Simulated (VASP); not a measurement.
# Ru (P6_3/mmc) in VASP: further runs, part 2 of 2

VASP 6.6.1. The steps go on from the part before.

**4. Single point, PBEsol (grid = ENCUT=400 dk=0.45 cell=2x2x1 ISMEAR=1 SIGMA=0.1 LREAL=Auto EDIFF=1e-06)**

Contents of INCAR:

```
SYSTEM = Ru
ALGO = Fast
EDIFF = 1E-6
ENCUT = 400
GGA = PS
ISIF = 2
ISMEAR = 1
LASPH = .TRUE.
LCHARG = .FALSE.
LREAL = Auto
LWAVE = .FALSE.
NBANDS = 57
NELM = 120
PREC = Accurate
SIGMA = 0.1
```

Contents of KPOINTS:

```
k-points
0
G
  3 3 4
  0 0 0
```

Contents of POSCAR:

```
Ru
1.0
    5.4116000000      0.0000000000      0.0000000000
   -2.7058000000      4.6865830752      0.0000000000
    0.0000000000      0.0000000000      4.2819000000
Ru
7
Direct
    0.3333333334      0.6666666666      0.7500000000
    0.8333333333      0.1666666666      0.7500000000
    0.8333333333      0.6666666666      0.7500000000
    0.1666666666      0.3333333334      0.2500000000
    0.1666666666      0.8333333333      0.2500000000
    0.6666666666      0.3333333334      0.2500000000
    0.6666666666      0.8333333333      0.2500000000
```

Potentials or basis: VASP PAW PBE potentials, release 64 (Ru_pv).

Started as:

```sh
> cat potpaw_PBE.64/Ru_pv/POTCAR > POTCAR
> mpirun -np 1 vasp_std > vasp.out
```

OUTCAR:

```text
SYSTEM = Ru
   EDIFF = 1E-6
   ENCUT = 400
   GGA = PS
   ISIF = 2
   ISMEAR = 1
   LASPH = .TRUE.
   LREAL = Auto
   NELM = 120
   PREC = Accurate

 Found      9 irreducible k-points:

 Following reciprocal coordinates:
            Coordinates               Weight
  0.000000  0.000000  0.000000      1.000000
  0.333333  0.000000  0.000000      6.000000
  0.333333  0.333333  0.000000      2.000000
  0.000000  0.000000  0.250000      2.000000
  0.333333  0.000000  0.250000     12.000000
  0.333333  0.333333  0.250000      4.000000
   k-points           NKPTS =      9   k-points in BZ     NKDIM =      9   number of bands    NBANDS=     57
   number of dos      NEDOS =    301   number of ions     NIONS =      7
   total plane-waves  NPLWV =  36288
   dimension x,y,z NGX =    36 NGY =   36 NGZ =   28
   dimension x,y,z NGXF=    72 NGYF=   72 NGZF=   56
   ions per type =               7
   NGX,Y,Z   is equivalent  to a cutoff of  11.06, 11.06, 10.87 a.u.
   NGXF,Y,Z  is equivalent  to a cutoff of  22.12, 22.12, 21.74 a.u.
 SYSTEM =  Ru
   PREC   = accura    normal or accurate (medium, high low for compatibility)
   ISTART =      0    job   : 0-new  1-cont  2-samecut
   ICHARG =      2    charge: 1-file 2-atom 10-const
[... 56 lines left out ...]

 E-fermi :  10.4909     XC(G=0): -13.3224

 val. band max:       10.4743654081   @ k =   0.0000   0.0000   0.0000
 cond. band min:      10.5040862449   @ k =   0.3333   0.3333   0.0000
 fundamental gap:      0.0297208368
 Fermi energy:        10.4909038547

 k-point     1 :       0.0000    0.0000    0.0000
  band No.  band energies     occupation
      1     -33.0231      2.00000
      2     -32.9055      2.00000
      3     -32.9055      2.00000
      4     -32.8786      2.00000
      5     -32.6853      2.00000
      6     -32.5745      2.00000
[... 349 lines left out ...]
     56      11.3301     -0.00000
     57      11.6710     -0.00000

 [... further k-points ...]
[... 5 lines left out ...]
  --------------------------------------------------------------------------------------
  -------------------------------------------------------------------------------------
  Total       -9.6244421     -9.6244421    -13.8364131      0.0000000     -0.0000000      0.0000000
  in kB     -141.9932231   -141.9932231   -204.1341074      0.0000000     -0.0000000      0.0000000
  external PRESSURE =    -162.7068512 kB  Pullay stress =       0.0000000 kB

 VOLUME and BASIS-vectors are now :
 -----------------------------------------------------------------------------
  energy-cutoff  :      400.00
  volume of cell :      108.60
      direct lattice vectors                 reciprocal lattice vectors
     5.411600000  0.000000000  0.000000000     0.184788233  0.106687536  0.000000000
    -2.705800000  4.686583075  0.000000000     0.000000000  0.213375072  0.000000000
     0.000000000  0.000000000  4.281900000     0.000000000  0.000000000  0.233541185

 POSITION                                       TOTAL-FORCE (eV/Angst)
 -----------------------------------------------------------------------------------
      0.00000      3.12439      3.21143        -0.131172     -0.075732      0.000000
      4.05870      0.78110      3.21143         0.000000      0.151464      0.000000
      2.70580      3.12439      3.21143         0.131172     -0.075732      0.000000
     -0.00000      1.56219      1.07048         1.428143     -0.824539      0.000000
     -1.35290      3.90549      1.07048         0.000000      1.649077     -0.000000
      2.70580      1.56219      1.07048        -1.428143     -0.824539      0.000000
      1.35290      3.90549      1.07048        -0.000000      0.000000      0.000000
 -----------------------------------------------------------------------------------
    total drift:                                0.000001     -0.000001     -0.000000

  FREE ENERGIE OF THE ION-ELECTRON SYSTEM (eV)
  ---------------------------------------------------
  free  energy   TOTEN  =       -67.6080863204 eV

  energy  without entropy=      -67.6192774491  energy(sigma->0) =      -67.61181670
```

OSZICAR:

```text
N       E                     dE             d eps       ncg     rms          rms(c)
DAV:   1     0.108155404394E+04    0.10816E+04   -0.52621E+04  1082   0.156E+03
DAV:   2    -0.271130838907E+02   -0.11087E+04   -0.10772E+04  1107   0.525E+02
DAV:   3    -0.715233236815E+02   -0.44410E+02   -0.42692E+02  1389   0.976E+01
DAV:   4    -0.728268337600E+02   -0.13035E+01   -0.12810E+01  1196   0.135E+01
DAV:   5    -0.728610846939E+02   -0.34251E-01   -0.34195E-01  1339   0.211E+00    0.309E+01
RMM:   6    -0.678968977779E+02    0.49642E+01   -0.15756E+01  1039   0.211E+01    0.842E+00
RMM:   7    -0.693189283154E+02   -0.14220E+01   -0.83425E+00  1107   0.105E+01    0.115E+01
RMM:   8    -0.675902495462E+02    0.17287E+01   -0.26159E+00  1065   0.688E+00    0.142E+00
RMM:   9    -0.676269098579E+02   -0.36660E-01   -0.64474E-01  1212   0.206E+00    0.136E+00
RMM:  10    -0.676103062793E+02    0.16604E-01   -0.11391E-01  1153   0.130E+00    0.781E-01
RMM:  11    -0.676092704993E+02    0.10358E-02   -0.38403E-02  1131   0.946E-01    0.549E-01
RMM:  12    -0.676077431093E+02    0.15274E-02   -0.16530E-02  1267   0.401E-01    0.884E-02
RMM:  13    -0.676080602670E+02   -0.31716E-03   -0.37519E-03  1358   0.144E-01    0.611E-02
RMM:  14    -0.676080732615E+02   -0.12995E-04   -0.46567E-04  1331   0.631E-02    0.233E-02
RMM:  15    -0.676080795809E+02   -0.63193E-05   -0.13752E-04  1327   0.323E-02    0.836E-03
RMM:  16    -0.676080838750E+02   -0.42942E-05   -0.43519E-05  1187   0.141E-02    0.467E-03
RMM:  17    -0.676080853650E+02   -0.14900E-05   -0.14920E-05   814   0.557E-03    0.215E-03
RMM:  18    -0.676080863204E+02   -0.95537E-06   -0.56466E-06   759   0.337E-03
   1 F= -.67608086E+02 E0= -.67611817E+02  d E =0.111911E-01
```

stdout:

```text
POSCAR found type information on POSCAR Ru
 POSCAR found :  1 types and       7 ions
 scaLAPACK will be used
 -----------------------------------------------------------------------------
|                                                                             |
|                                                                             |
|     You have a (more or less) 'small supercell' and for smaller cells       |
|     it is recommended to use the reciprocal-space projection scheme!        |
|     The real-space optimization is not efficient for small cells and it     |
|     is also less accurate ...                                               |
|     Therefore, set LREAL=.FALSE. in the INCAR file.                         |
|                                                                             |
 -----------------------------------------------------------------------------

 -----------------------------------------------------------------------------
|                                                                             |
|                                                                             |
|     You enforced a specific xc type in the INCAR file but a different       |
|     I HOPE YOU KNOW WHAT YOU ARE DOING!                                     |
|                                                                             |
 -----------------------------------------------------------------------------

 LDA part: xc-table for (Slater+PW92), standard interpolation
 POSCAR, INCAR and KPOINTS ok, starting setup
 FFT: planning ... GRIDC
 FFT: planning ... GRID_SOFT
 FFT: planning ... GRID
 WAVECAR not read
 entering main loop
```

It took 62 s on 1 thread of Intel Xeon Platinum 8488C (Sapphire Rapids), shared host; peak memory 0.19 GiB.

The run converged, but some of its settings lie outside the range that counts as converged, so its numbers aren't taken as properties of the crystal.

Results:

```
Free energy            : -67.6081 eV
Pressure               : -16.3 GPa
Largest force          : 1.649 eV/Å
Band gap on the k mesh : none (metal or under the smearing width)
```

Caveat: the k mesh is coarse (spacing up to 0.45 Å⁻¹), so the values aren't converged; the PAW data sets were made with another functional, which shifts forces and pressure a little.

**5. Single point, PBEsol (grid = ENCUT=340 dk=0.35 cell=2x2x1 ISMEAR=1 SIGMA=0.1 LREAL=Auto EDIFF=1e-06)**

Edit INCAR of step 4 so:

```diff
@@ -3,3 +3,3 @@
 EDIFF = 1E-6
-ENCUT = 400
+ENCUT = 340
 GGA = PS
```

Contents of KPOINTS:

```
k-points
0
G
  4 4 5
  0 0 0
```

POSCAR is that of step 4.

Started as:

```sh
> cat potpaw_PBE.64/Ru_pv/POTCAR > POTCAR
> mpirun -np 1 vasp_std > vasp.out
```

Wall time 82 s (1 thread of Intel Xeon Platinum 8488C (Sapphire Rapids), shared host); peak memory 0.19 GiB.

The run converged, but some of its settings lie outside the range that counts as converged, so its numbers aren't taken as properties of the crystal.

Results:

```yaml
Free_energy: -67.8244 eV
Pressure: -17.5 GPa
Largest_force: 1.593 eV/Å
Band_gap_on_the_k_mesh: none (metal or under the smearing width)
```

Caveat: the PAW data sets were made with another functional, which shifts forces and pressure a little.

**6. Single point, PBEsol (grid = ENCUT=400 dk=0.35 cell=2x2x1 ISMEAR=1 SIGMA=0.1 LREAL=Auto EDIFF=1e-06)**

Edit INCAR of step 5 so:

```diff
@@ -3,3 +3,3 @@
 EDIFF = 1E-6
-ENCUT = 340
+ENCUT = 400
 GGA = PS
```

KPOINTS is that of step 5.

POSCAR is that of step 5.

Potentials or basis: VASP PAW PBE potentials, release 64 (Ru_pv).

Started as:

```sh
> cat potpaw_PBE.64/Ru_pv/POTCAR > POTCAR
> mpirun -np 1 vasp_std > vasp.out
```

Wall time 87 s (1 thread of Intel Xeon Platinum 8488C (Sapphire Rapids), shared host); peak memory 0.2 GiB.

These settings aren't checked as converged: the numbers below hold their error.

Results:

```yaml
Free_energy: -67.8025 eV
Pressure: -16.7 GPa
Largest_force: 1.595 eV/Å
Band_gap_on_the_k_mesh: none (metal or under the smearing width)
```

Caveat: the PAW data sets were made with another functional, which shifts forces and pressure a little.

**7. The reference run**

An earlier run on the cell as given: functional PBE; potentials or basis VASP PAW PBE potentials, release 64 (Ru_pv); cutoff 520 eV; k mesh 11 × 11 × 6; occupations fermi-dirac, width 0.05 eV; no spin polarisation.

- Pressure: 4.5 GPa
- Band gap on the k mesh: none (metal or under the smearing width)
